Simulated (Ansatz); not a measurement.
An 8-atom cell of GeSe started from a crystallographic database at its r2SCAN+rVV10 geometry, run in Ansatz at 3 levels of theory. (Simulation; no magnetic order is allowed.)

The PBE+SOC input:
```yaml
crystal:
  lattice:
    - [11.0103044784, 0.0, 0.0]
    - [0.0, 3.8043314846, 0.0]
    - [0.0, 0.0, 4.5363774144]
  atoms:
    - { symbol: Ge, position: [0.1254375754, 0.75, 0.88603107] }
    - { symbol: Ge, position: [0.6254375754, 0.75, 0.61396893] }
    - { symbol: Ge, position: [0.3745624246, 0.25, 0.38603107] }
    - { symbol: Ge, position: [0.8745624246, 0.25, 0.11396893] }
    - { symbol: Se, position: [0.8516134824, 0.75, 0.4877997361] }
    - { symbol: Se, position: [0.3516134824, 0.75, 0.0122002639] }
    - { symbol: Se, position: [0.6483865176, 0.25, 0.9877997361] }
    - { symbol: Se, position: [0.1483865176, 0.25, 0.5122002639] }
kpoints:
  mp_grid: { grid: [2, 6, 6] }
  band_path:
    path:
      - [0.0, 0.0, 0.0]
      - [0.5, 0.0, 0.0]
      - [0.5, 0.5, 0.0]
      - [0.0, 0.5, 0.0]
      - [0.0, 0.0, 0.5]
      - [0.5, 0.0, 0.5]
      - [0.5, 0.5, 0.5]
      - [0.0, 0.5, 0.5]
    npoints: 1
hamiltonian:
  xc: pbe
scf:
  occupations: { method: fermi_dirac, width: 0.02 }
  n_extra_bands: 12
magnetization:
  noncollinear: true
  spin_orbit: true
output:
  forces: true
  stress: true
  eigenvalues: true
  write_density: true
  write_potential: true
  elf: true
  volumetric_format: npy
```

Main results, then, where recorded, the levels near the gap in eV from the Fermi energy (columns number the bands from 0), one row a point of the path (Γ, X, S, Y, Z, U, R, T):
```
Crystal: 8 atoms, lattice volume = 190.015 Å³
Symmetry: 8 space group operations + 8 with time reversal
Magnetic group: BNS 62.442 (UNI 540)
```
```
Basis set: ecut = 420 eV, 3735 PW (Γ)
k-points: 32 of 72
SCF 1 converged in 9 iterations: F = -39059.044007 eV  dr2 = 1.87e-8
Free energy (F): -39059.044007 eV
Fermi energy:    8.604417 eV
--- Forces (eV/Å), atoms counted from 1 ---
  atom   1  Ge    -0.19727      0.00000      0.17559
  atom   2  Ge    -0.19727      0.00000    -0.17559
  atom   3  Ge      0.19727      0.00000      0.17559
  atom   4  Ge      0.19727      0.00000    -0.17559
  atom   5  Se      0.13138      0.00000      0.18170
  atom   6  Se      0.13138      0.00000    -0.18170
  atom   7  Se    -0.13138      0.00000      0.18170
  atom   8  Se    -0.13138      0.00000    -0.18170
--- Stress (GPa, compression-positive) ---
        2.209850       0.000000       0.000000
        0.000000       2.564885       0.000000
        0.000000       0.000000       2.018921
  P = ⅓ Tr σ = 2.2646 GPa (22.646 kbar)
```

With PBE+SOC the gap is 0.80 eV and direct, at Γ.

Problem. In the first input these blocks are replaced (the band path and keys that only write files left aside):
```yaml
hamiltonian:
  xc: r2scan
scf:
  occupations: { method: fixed }
  n_extra_bands: 6
```
(magnetization left out)
What comes out?

Solution.
```
Basis set: ecut = 500 eV, 4789 PW (Γ)
k-points: 32 of 72
SCF 1 converged in 8 iterations: F = -39125.702261 eV  dr2 = 1.36e-8
Free energy (F): -39125.702261 eV
Fermi energy:    7.980494 eV
--- Forces (eV/Å), atoms counted from 1 ---
  atom   1  Ge      0.02344      0.00000    -0.02120
  atom   2  Ge      0.02344      0.00000      0.02120
  atom   3  Ge    -0.02344      0.00000    -0.02120
  atom   4  Ge    -0.02344      0.00000      0.02120
  atom   5  Se    -0.01797      0.00000    -0.02100
  atom   6  Se    -0.01797      0.00000      0.02100
  atom   7  Se      0.01797      0.00000    -0.02100
  atom   8  Se      0.01797      0.00000      0.02100
--- Stress (GPa, compression-positive) ---
        0.882999       0.000000       0.000000
        0.000000       0.851790       0.000000
        0.000000       0.000000       0.921308
  P = ⅓ Tr σ = 0.8854 GPa (8.854 kbar)
```
```tsv
band_55	band_56	band_57	band_58	band_59	band_60	band_61	band_62
-1.977	-1.512	-1.010	-0.901	0.000	1.039	2.705	2.896
-2.025	-1.757	-1.757	-0.423	-0.423	2.438	2.438	2.690
-2.466	-1.663	-1.663	-1.663	-1.663	1.791	1.791	1.791
-2.189	-1.631	-1.631	-1.300	-1.300	1.416	1.416	1.604
-1.631	-0.949	-0.949	-0.352	-0.352	1.648	1.648	2.394
-2.100	-0.692	-0.692	-0.416	-0.416	1.681	1.681	2.258
-4.110	-1.494	-1.494	-1.494	-1.494	2.896	2.896	2.896
-3.590	-2.069	-2.069	-1.519	-1.519	3.184	3.184	3.400
```
The r2SCAN gap is direct at Γ: 1.04 eV. The mean pressure at these positions is +0.89 GPa, compression counted positive.

PBE0. Against the first input these blocks differ (the band path and keys that only write files left aside):
```yaml
kpoints:
  mp_grid: { grid: [2, 4, 4] }
hamiltonian:
  xc: pbe0
scf:
  occupations: { method: fixed }
  n_extra_bands: 6
```
(magnetization left out)

```
Basis set: ecut = 420 eV, 3735 PW (Γ)
k-points: 18 of 32
SCF 1 stopped early in 4 iterations: F = -39058.016911 eV  dr2 = 3.02e-5
Exchange kernel: α = 0.2500, full range, Wigner–Seitz truncation, v(0) = 11291.3688 eV·Å³, q-mesh 2×4×4
SCF 2 stopped early in 8 iterations: F = -39066.744625 eV  dr2 = 1.41e-5
hybrid outer 1: dexx = +6.093e-2 eV, tail = 6.21e-4 eV
SCF 3 converged in 6 iterations: F = -39066.745242 eV  dr2 = 5.86e-9
hybrid outer 2: dexx = +9.546e-6 eV, tail = 3.09e-7 eV, Δε = 2.11e-3 eV, ΔF = 1.18e-2 eV/Å
SCF 4 converged in 2 iterations: F = -39066.745241 eV  dr2 = 3.07e-9
hybrid outer 3: dexx = +7.461e-9 eV, tail = 8.60e-9 eV, Δε = 1.78e-4 eV, ΔF = 2.72e-4 eV/Å
Free energy (F): -39066.745241 eV
Fermi energy:    7.512352 eV
--- Forces (eV/Å), atoms counted from 1 ---
  atom   1  Ge      0.04103      0.00000    -0.00718
  atom   2  Ge      0.04103      0.00000      0.00718
  atom   3  Ge    -0.04103      0.00000    -0.00718
  atom   4  Ge    -0.04103      0.00000      0.00718
  atom   5  Se    -0.05027      0.00000      0.00374
  atom   6  Se    -0.05027      0.00000    -0.00374
  atom   7  Se      0.05027      0.00000      0.00374
  atom   8  Se      0.05027      0.00000    -0.00374
--- Stress (GPa, compression-positive) ---
        0.246779       0.000000       0.000000
        0.000000       0.907120       0.000000
        0.000000       0.000000      -0.087751
  P = ⅓ Tr σ = 0.3554 GPa (3.554 kbar)
```
```tsv
band_55	band_56	band_57	band_58	band_59	band_60	band_61	band_62
-2.169	-1.604	-1.113	-1.011	0.000	2.001	3.715	3.886
-2.232	-1.870	-1.870	-0.474	-0.474	3.492	3.492	3.684
-2.689	-1.775	-1.775	-1.775	-1.775	2.723	2.723	2.723
-2.363	-1.747	-1.747	-1.378	-1.378	2.335	2.335	2.508
-1.762	-0.982	-0.982	-0.316	-0.316	2.570	2.570	3.340
-2.230	-0.711	-0.711	-0.383	-0.383	2.606	2.606	3.227
-4.454	-1.633	-1.633	-1.633	-1.633	3.899	3.899	3.899
-3.861	-2.277	-2.277	-1.682	-1.682	4.283	4.283	4.512
```

PBE0 gives a direct gap of 2.00 eV at Γ. The mean pressure at these positions is +0.4 GPa, compression counted positive. The stress of a hybrid is loosely converged here.

Small level splittings and stresses of the hybrids carry the error of their coarser meshes.

Totals of different functionals, or with and without spin-orbit coupling, can't be compared.

Only the levels marked +SOC include spin-orbit coupling.

The meshes of the hybrids are coarse, so their gaps aren't converged to the digits shown.
